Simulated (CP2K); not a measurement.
Crystal: Sb.

```
Sb
1.0
     3.12240    0.00000    0.00000
     0.00000    4.34752    0.00000
    -0.03891    0.00000    4.40585
Sb
2
Direct
  0.01139 0.25000 0.24117
  0.98861 0.75000 0.75883
```

This isn't the form of Sb at room conditions, which is rhombohedral.

| Property | Result |
| --- | --- |
| Program | CP2K 2026.2 |
| Task | single point |
| Functional | PBE |
| Potentials or basis | POTENTIAL_UZH Sb GTH-PBE-q5; TZVP-MOLOPT-PBE-GTH basis |
| Density cutoff | 6123 eV |
| k mesh | 9 × 6 × 6 |
| Occupations | fermi-dirac, width 0.05 eV |
| Spin | no spin polarisation |

On this cell: pressure 1.4 GPa; largest force 0.069 eV/Å; band gap on the k mesh none (metal or under the smearing width).

The same run follows on a disturbed copy (atoms moved at random, drawn with an rms of 0.05 Å):

```xyz
2
Lattice="3.1224 0.0000 0.0000 0.0000 4.3475 0.0000 -0.0389 0.0000 4.4059" Properties=species:S:1:pos:R:3 pbc="T T T"
Sb    0.0286    1.1368    1.0689
Sb    3.0974    3.2454    3.3720
```

Question: What changes?

Answer: The energy (extrapolated to zero smearing) moves by +2.3 meV/atom; pressure 1.6 GPa; largest force 0.132 eV/Å; band gap on the k mesh none (metal or under the smearing width).

Forces on the atoms (eV/Å):
```
Sb  -0.012 -0.101  0.084
Sb   0.012  0.101 -0.084
```

Stress tensor (GPa, compression positive):
```
 2.05  0.02  0.09
 0.02  1.23 -0.48
 0.09 -0.48  1.44
```

Caveats: the basis of atomic orbitals isn't converged, which shifts pressures, moduli and gaps.
